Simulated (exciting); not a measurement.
# BN (F-43m) in exciting: equation of state, part 2 of 2

exciting (release sodium). Earlier steps stand in the parts before.

## (4) Equation of state, PBE, 5.84 Å³/atom (volume scaled by 0.98)

Contents of input.xml:

```xml
<input>
  <title>BN</title>
  <structure speciespath="./" tshift="false">
    <crystal scale="1">
      <basevect>0.000000000000 3.403080866478 3.403080866478</basevect>
      <basevect>3.403080866478 0.000000000000 3.403080866478</basevect>
      <basevect>3.403080866478 3.403080866478 0.000000000000</basevect>
    </crystal>
    <species speciesfile="N.xml" rmt="1.38">
      <atom coord="0.250000000000 0.250000000000 0.250000000000"/>
    </species>
    <species speciesfile="B.xml" rmt="1.38">
      <atom coord="0.000000000000 0.000000000000 0.000000000000"/>
    </species>
  </structure>
  <groundstate do="fromscratch" ngridk="13 13 13" rgkmax="7.5" gmaxvr="15" lmaxapw="10" lmaxmat="10" lmaxvr="8" xctype="GGA_PBE" stype="Fermi Dirac" swidth="0.00183747" nempty="10" ValenceRelativity="iora*" epsengy="1e-05" epspot="1e-05" maxscl="60" outputlevel="normal"/>
</input>
```

Potentials or basis: all-electron LAPW+lo, shipped species files, valence relativity iora*.

Run with:

```bash
OMP_NUM_THREADS=1 exciting_smp
```

INFO.OUT:

```text
================================================================================
EXCITING SODIUM started
[... 10 lines left out ...]

 Lattice vectors (cartesian) :
      0.0000000000      3.4030808665      3.4030808665
      3.4030808665      0.0000000000      3.4030808665
      3.4030808665      3.4030808665      0.0000000000

 Reciprocal lattice vectors (cartesian) :
     -0.9231613285      0.9231613285      0.9231613285
      0.9231613285     -0.9231613285      0.9231613285
      0.9231613285      0.9231613285     -0.9231613285

 Unit cell volume                           :      78.8218825889
 Brillouin zone volume                      :       3.1469714411

 Species :    1 (N)
     parameters loaded from                 :    N.xml
     name                                   :    nitrogen
     nuclear charge                         :      -7.00000000
     electronic charge                      :       7.00000000
     atomic mass                            :   25532.72506000
     muffin-tin radius                      :       1.38000000
     # of radial points in muffin-tin       :     250

     atomic positions (lattice) :
       1 :   0.25000000  0.25000000  0.25000000

 Species :    2 (B)
     parameters loaded from                 :    B.xml
     name                                   :    boron
     nuclear charge                         :      -5.00000000
     electronic charge                      :       5.00000000
     atomic mass                            :   19707.24741000
     muffin-tin radius                      :       1.38000000
     # of radial points in muffin-tin       :     250

     atomic positions (lattice) :
       1 :   0.00000000  0.00000000  0.00000000

 Total number of atoms per unit cell        :       2

 Spin treatment                             :    spin-unpolarised

 Number of Bravais lattice symmetries       :      48
 Number of crystal symmetries               :      24

 k-point grid                               :      13   13   13
 Total number of k-points                   :     140
 k-point set is reduced with crystal symmetries

 R^MT_min * |G+k|_max (rgkmax)              :       7.50000000
 Species with R^MT_min                      :       1 (N)
 Maximum |G+k| for APW functions            :       5.43478261
 Maximum |G| for potential and density      :      15.00000000

 G-vector grid sizes                        :      24    24    24
 Total number of G-vectors                  :    4573

 Maximum angular momentum used for
     APW functions                          :      10
     computing H and O matrix elements      :      10
     potential and density                  :       8
     inner part of muffin-tin               :       2

 Total nuclear charge                       :     -12.00000000
 Total electronic charge                    :      12.00000000
 Total core charge                          :       4.00000000
 Total valence charge                       :       8.00000000

 Number of empty states                     :      10
 Total number of valence states             :      15

 Maximum Hamiltonian size                   :     230
 Maximum number of plane-waves              :     222
 Total number of local-orbitals             :       8

 Exchange-correlation type                  :      20
[... 23 lines left out ...]
+ SCF iteration number :    1                                                  +
++++++++++++++++++++++++++++++++++++++++++++++++++++++++++++++++++++++++++++++++
 Total energy                               :       -81.35270857
 _______________________________________________________________
 Fermi energy                               :         0.39737241
 Kinetic energy                             :        78.78117595
 Coulomb energy                             :      -148.94876873
 Exchange energy                            :       -10.75786720
 Correlation energy                         :        -0.42724859
[... 490 lines left out ...]
 Estimated fundamental gap                  :         0.16759925
        valence-band maximum at    1      0.0000  0.0000  0.0000
     conduction-band minimum at   64      0.4615  0.4615  0.0000

 RMS change in effective potential (target) :  0.129692E-06  ( 0.100000E-04)
 Absolute change in total energy   (target) :  0.508552E-08  ( 0.100000E-04)
 Charge distance                   (target) :  0.359410E-09  ( 0.100000E-04)

++++++++++++++++++++++++++++++++++++++++++++++++++++++++++++++++++++++++++++++++
| Convergency criteria checked for the last 2 iterations                       +
| Convergence targets achieved. Performing final SCF iteration                 +
++++++++++++++++++++++++++++++++++++++++++++++++++++++++++++++++++++++++++++++++
 Total energy                               :       -79.69722194
 _______________________________________________________________
 Fermi energy                               :         0.44294645
 Kinetic energy                             :        79.46452702
 Coulomb energy                             :      -148.11484183
 Exchange energy                            :       -10.61256769
 Correlation energy                         :        -0.43433943

 DOS at Fermi energy (states/Ha/cell)       :         0.00000000

 Electron charges :
     core                                   :         4.00000000
     core leakage                           :         0.00125036
     valence                                :         8.00000000
     interstitial                           :         3.43869138
     charge in muffin-tin spheres :
                  atom     1     N          :         5.42036730
                  atom     2     B          :         3.14094133
     total charge in muffin-tins            :         8.56130862
     total charge                           :        12.00000000

 Estimated fundamental gap                  :         0.16759925
        valence-band maximum at    1      0.0000  0.0000  0.0000
     conduction-band minimum at   64      0.4615  0.4615  0.0000

++++++++++++++++++++++++++++++++++++++++++++++++++++++++++++++++++++++++++++++++
[... 9 lines left out ...]
| EXCITING SODIUM stopped                                                      =
================================================================================
```

Wall time 2.1 min (1 thread of Arm Neoverse V2, shared host); peak memory 0.12 GiB.

Results:

```
Free energy                                       : -2168.6719 eV
Band gap on the k mesh                            : 4.56 eV, indirect (least direct gap 8.88 eV)
All electrons inside the program's atomic spheres : N 5.42; B 3.14 (radii N 1.38, B 1.38 bohr)
```

Caveat: an odd mesh through Γ misses points on the zone boundary, where band edges often lie.

## (5) Equation of state, PBE, 5.96 Å³/atom

input.xml: that of step 4 with these lines changed.

```diff
@@ -4,5 +4,5 @@
     <crystal scale="1">
-      <basevect>0.000000000000 3.403080866478 3.403080866478</basevect>
-      <basevect>3.403080866478 0.000000000000 3.403080866478</basevect>
-      <basevect>3.403080866478 3.403080866478 0.000000000000</basevect>
+      <basevect>0.000000000000 3.426075353673 3.426075353673</basevect>
+      <basevect>3.426075353673 0.000000000000 3.426075353673</basevect>
+      <basevect>3.426075353673 3.426075353673 0.000000000000</basevect>
     </crystal>
```

Run with:

```bash
OMP_NUM_THREADS=1 exciting_smp
```

Wall time 2.5 min (1 thread of Arm Neoverse V2, shared host); peak memory 0.12 GiB.

Results (log left out):

- Free energy: -2168.6772 eV
- Band gap on the k mesh: 4.54 eV, indirect (least direct gap 8.78 eV)
- All electrons inside the program's atomic spheres: N 5.40; B 3.12 (radii N 1.38, B 1.38 bohr)

Caveat: an odd mesh through Γ misses points on the zone boundary, where band edges often lie.

## (6) Equation of state, PBE, 6.08 Å³/atom (volume scaled by 1.02)

input.xml: that of step 5 with these lines changed.

```diff
@@ -4,5 +4,5 @@
     <crystal scale="1">
-      <basevect>0.000000000000 3.426075353673 3.426075353673</basevect>
-      <basevect>3.426075353673 0.000000000000 3.426075353673</basevect>
-      <basevect>3.426075353673 3.426075353673 0.000000000000</basevect>
+      <basevect>0.000000000000 3.448765255756 3.448765255756</basevect>
+      <basevect>3.448765255756 0.000000000000 3.448765255756</basevect>
+      <basevect>3.448765255756 3.448765255756 0.000000000000</basevect>
     </crystal>
```

Potentials or basis: all-electron LAPW+lo, shipped species files, valence relativity iora*.

Run with:

```bash
OMP_NUM_THREADS=1 exciting_smp
```

Wall time 2.3 min (1 thread of Arm Neoverse V2, shared host); peak memory 0.12 GiB.

It converged, with:

* Free energy: -2168.6713 eV
* Band gap on the k mesh: 4.51 eV, indirect (least direct gap 8.69 eV)
* All electrons inside the program's atomic spheres: N 5.39; B 3.10 (radii N 1.38, B 1.38 bohr)

Caveat: an odd mesh through Γ misses points on the zone boundary, where band edges often lie.

## (7) Equation of state, PBE, 6.20 Å³/atom (volume scaled by 1.04)

input.xml: that of step 6 with these lines changed.

```diff
@@ -4,5 +4,5 @@
     <crystal scale="1">
-      <basevect>0.000000000000 3.448765255756 3.448765255756</basevect>
-      <basevect>3.448765255756 0.000000000000 3.448765255756</basevect>
-      <basevect>3.448765255756 3.448765255756 0.000000000000</basevect>
+      <basevect>0.000000000000 3.471160462798 3.471160462798</basevect>
+      <basevect>3.471160462798 0.000000000000 3.471160462798</basevect>
+      <basevect>3.471160462798 3.471160462798 0.000000000000</basevect>
     </crystal>
```

Run with:

```bash
OMP_NUM_THREADS=1 exciting_smp
```

Wall time 2.4 min (1 thread of Arm Neoverse V2, shared host); peak memory 0.12 GiB.

The run converged. Its results:

- Free energy: -2168.6555 eV
- Band gap on the k mesh: 4.49 eV, indirect (least direct gap 8.60 eV)
- All electrons inside the program's atomic spheres: N 5.37; B 3.09 (radii N 1.38, B 1.38 bohr)

Caveat: an odd mesh through Γ misses points on the zone boundary, where band edges often lie.

## (8) Equation of state, PBE, 6.32 Å³/atom (volume scaled by 1.06)

input.xml: that of step 7 with these lines changed.

```diff
@@ -4,5 +4,5 @@
     <crystal scale="1">
-      <basevect>0.000000000000 3.471160462798 3.471160462798</basevect>
-      <basevect>3.471160462798 0.000000000000 3.471160462798</basevect>
-      <basevect>3.471160462798 3.471160462798 0.000000000000</basevect>
+      <basevect>0.000000000000 3.493270361257 3.493270361257</basevect>
+      <basevect>3.493270361257 0.000000000000 3.493270361257</basevect>
+      <basevect>3.493270361257 3.493270361257 0.000000000000</basevect>
     </crystal>
```

Run with:

```bash
OMP_NUM_THREADS=1 exciting_smp
```

Run time: 2.4 min. Hardware: 1 thread of Arm Neoverse V2, shared host; peak memory 0.12 GiB.

It converged, with:

| Property | Result |
| --- | --- |
| Free energy | -2168.6305 eV |
| Band gap on the k mesh | 4.47 eV, indirect (least direct gap 8.51 eV) |
| All electrons inside the program's atomic spheres | N 5.35; B 3.07 (radii N 1.38, B 1.38 bohr) |

Caveat: an odd mesh through Γ misses points on the zone boundary, where band edges often lie.

## (9) Equation of state, PBE

Potentials or basis: all-electron LAPW+lo, shipped species files, valence relativity iora*.

No new run: the results of the series are fitted here.

Results:

- Equilibrium volume: 5.95 Å³/atom
- Bulk modulus: 371 GPa
- Pressure derivative of the bulk modulus: 3.6

Energy against volume, from the lowest point:
```csv
volume (Å³/atom),energy (meV/atom)
5.602,26.57
5.721,11.25
5.840,2.63
5.959,0.00
6.078,2.91
6.198,10.85
6.317,23.35
```

## (10) Comparison with measurements

Step 9. A measured bulk modulus of BN is 395 GPa (300 K; quoted in “Effect of nanostructuration on compressibility of cubic BN”, 2012, arxiv:1208.3664); the calculated 371 GPa misses it by -6.0 %. The fit is for a static lattice scaled at fixed shape and fixed fractional positions.
